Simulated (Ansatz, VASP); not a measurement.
## Two plane-wave programs on GaSb

```
Ga Sb
1.0
    -1.55590    2.67500    2.89331
     1.55590   -2.67500    2.89331
     1.55590    2.67500   -2.89331
Ga Sb
1 1
Direct
  0.00000 0.00000 0.00000
  0.50000 0.50000 0.00000
```

Measurements of this composition are mostly on another form, of space group No. 216.

Alike in both runs: task single point; functional PBE; k mesh 6 × 6 × 6; occupations gaussian, width 0.1 eV; no spin polarisation.

|  | VASP | Ansatz |
| --- | --- | --- |
| version | VASP 6.6.1 | Ansatz 0.2.0 |
| potentials or method | VASP PAW PBE potentials, release 64 (Ga_d, Sb) | scalar-relativistic, plane waves, PAW |
| plane-wave cutoff (eV) | 520 | 420 |
| valence electrons in the cell | 18 | 28 |

Ansatz gave:

| Item | Value |
| --- | --- |
| gap on the k mesh at the Fermi level (eV) | none |
| pressure (GPa) | 0.1 |
| largest component of the traceless stress (GPa) | 2.17 |

Task: Estimate VASP's values.

Result: gap on the k mesh at the Fermi level (eV): none; pressure (GPa): 0.1; largest component of the traceless stress (GPa): 2.20.

A gap of «none» marks a metal or a gap that the smearing closes. The functional is the same, so the differences come from potentials, cutoffs and numerics. The two sets of potentials don't hold the same shells in valence.

Caveats: the k mesh is coarse (spacing up to 0.39 Å⁻¹), so the values aren't converged. Spin-orbit coupling is left out, which matters for the levels of Sb.
